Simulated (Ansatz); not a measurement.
# Cu2O (Pn-3m): how the settings move a single-point run

Aim: see which settings change the result for Cu2O (Pn-3m), by how much, and at what cost.

The COD entry's cell or inner coordinates are ideal or old and differ from later refinements, so a difference from it is no clean test against experiment.

Method: reference: DFT r2SCAN, scalar-relativistic, plane waves, PAW, unless a step's input says otherwise, in Ansatz 0.2.0.

1 further run of the same task is left out (it didn't finish). Runs told in other sessions of the task aren't counted.

## Step 1: The system as given

Symmetry: Pn-3m, No. 224, cubic system. Conventional cell: a = 4.246 Å, b = 4.246 Å, c = 4.246 Å, α = 90.00°, β = 90.00°, γ = 90.00°. Cu (site symmetry -3m) has 2 O at 1.84 Å in its first shell of neighbours. Around O (site symmetry -43m) lie 4 Cu at 1.84 Å.

As a file:

```xyz
6
Lattice="4.2457 0.0000 0.0000 0.0000 4.2457 0.0000 0.0000 0.0000 4.2457" Properties=species:S:1:pos:R:3 pbc="T T T"
Cu    1.0614    1.0614    1.0614
Cu    1.0614    3.1843    3.1843
Cu    3.1843    3.1843    1.0614
Cu    3.1843    1.0614    3.1843
O     0.0000    0.0000    0.0000
O     2.1228    2.1228    2.1228
```

## Step 2: Reference

Contents of input.yaml:

```yaml
crystal:
  lattice:
    - [4.2456863427, 0.0, 0.0]
    - [0.0, 4.2456863427, 0.0]
    - [0.0, 0.0, 4.2456863427]
  atoms:
    - { symbol: Cu, position: [0.25, 0.25, 0.25] }
    - { symbol: Cu, position: [0.25, 0.75, 0.75] }
    - { symbol: Cu, position: [0.75, 0.75, 0.25] }
    - { symbol: Cu, position: [0.75, 0.25, 0.75] }
    - { symbol: O, position: [0.0, 0.0, 0.0] }
    - { symbol: O, position: [0.5, 0.5, 0.5] }
basis:
  ecutwfc: 500
  ecutrho_ratio: 4
kpoints:
  mp_grid: { grid: [8, 8, 8] }
hamiltonian:
  xc: r2scan
scf:
  occupations: { method: gaussian, width: 0.05 }
output:
  forces: true
  stress: true
  eigenvalues: true
```

The run is started by

```
$ ansatz run input.yaml --threads 4 --pin off --max-ram 7168MiB --backend cpu --events-out ev --progress --plain --runs-dir out
```

## Step 3: Variant: mp_grid.grid [3, 3, 3]

Changes to input.yaml since step 2:

```diff
@@ -16,3 +16,3 @@
 kpoints:
-  mp_grid: { grid: [8, 8, 8] }
+  mp_grid: { grid: [3, 3, 3] }
 hamiltonian:
@@ -24,2 +24 @@
   stress: true
-  eigenvalues: true
```

## Step 4: Changing settings: xc pbesol

Changes to input.yaml since step 2:

```diff
@@ -18,3 +18,3 @@
 hamiltonian:
-  xc: r2scan
+  xc: pbesol
 scf:
@@ -24,2 +24 @@
   stress: true
-  eigenvalues: true
```

## Step 5: Variant: xc_grid 1, scf.algorithm direct_min

Changes to input.yaml since step 2:

```diff
@@ -15,2 +15,3 @@
   ecutrho_ratio: 4
+  xc_grid: 1
 kpoints:
@@ -21,2 +22,3 @@
   occupations: { method: gaussian, width: 0.05 }
+  algorithm: direct_min
 output:
@@ -24,2 +26,5 @@
   stress: true
-  eigenvalues: true
+  write_density: true
+  write_potential: true
+  elf: true
+  volumetric_format: npy
```

## Step 6: Variant: symmetry.detect false, lower_state_search off, accuracy high

Changes to input.yaml since step 2:

```diff
@@ -12,2 +12,3 @@
     - { symbol: O, position: [0.5, 0.5, 0.5] }
+  symmetry: { detect: false }
 basis:
@@ -21,2 +22,3 @@
   occupations: { method: gaussian, width: 0.05 }
+  lower_state_search: "off"
 output:
@@ -24,2 +26,2 @@
   stress: true
-  eigenvalues: true
+accuracy: high
```

## Step 7: Changing settings: symmetry.detect false, ecutwfc 300 eV

Changes to input.yaml since step 2:

```diff
@@ -12,4 +12,5 @@
     - { symbol: O, position: [0.5, 0.5, 0.5] }
+  symmetry: { detect: false }
 basis:
-  ecutwfc: 500
+  ecutwfc: "300 eV"
   ecutrho_ratio: 4
@@ -24,2 +25 @@
   stress: true
-  eigenvalues: true
```

Q: Predict the outcome of this session. Wanted: for each run, ending; energy change; pressure; gap; force.

**Answer**, as computed:

```csv
run,ending,energy change,pressure (GPa),gap (eV),force (eV/Å),cycles,time
reference,converged,0,0.0,0.79,0.00,8,2.2 s
"1: mp_grid.grid [3, 3, 3]",converged,+5.5 meV/atom,0.3,0.80,0.00,9,0.68 s
2: xc pbesol,converged,not comparable,-2.1,0.52,0.00,8,1.3 s
"3: xc_grid 1, scf.algorithm direct_min",converged,-0.1 meV/atom,0.0,0.79,0.00,8,9.2 s
"4: symmetry.detect false, lower_state_search off, accuracy high",converged,0.0 meV/atom,0.0,0.79,0.00,14,33 s
"5: symmetry.detect false, ecutwfc 300 eV",converged,+285.1 meV/atom,-0.8,0.78,0.00,10,10 s
```

Times don't compare one to one where runs were asked for different outputs or read a saved state (see the inputs); cycles may leave out searches for a lower state.

Residual by cycle in the longest SCF loop of each run; runs are numbered as in the table. The quantity is the density residual dr2, in eV.

```csv
cycle,reference,run 1,run 2,run 3,run 4,run 5
1,0.554,0.578,0.198,0.552,0.555,0.515
2,0.119,0.109,0.0434,0.0953,0.108,0.0531
3,0.0325,0.0365,0.00737,0.00956,0.0339,0.151
5,2.5e-4,3.2e-4,8.7e-5,4.4e-5,2.7e-4,7.5e-4
6,1.4e-5,2.3e-5,4.3e-6,9.7e-6,1.7e-5,2.8e-5
7,1.2e-6,1.9e-6,1.5e-6,2.0e-7,9.9e-6,1.5e-5
8,6.8e-8,1.0e-7,8.2e-9,1.6e-8,1.5e-6,8.5e-6
9,-,2.6e-9,-,-,1.3e-7,1.3e-7
10,-,-,-,-,5.3e-9,3.2e-9
12,-,-,-,-,8.4e-10,-
13,-,-,-,-,2.0e-10,-
14,-,-,-,-,7.0e-12,-
```

Of the converged runs whose energies compare with the reference's, «symmetry.detect false, ecutwfc 300 eV» moves the energy most (+285.1 meV/atom) and «symmetry.detect false, lower_state_search off, accuracy high» least (0.0 meV/atom). Run 5 ran under the cutoff that the potentials recommend, as the log warns, so basis error is mixed into its values.

These are semilocal Kohn-Sham gaps, which aren't the measured quantity. Such gaps usually fall short of the measured ones.
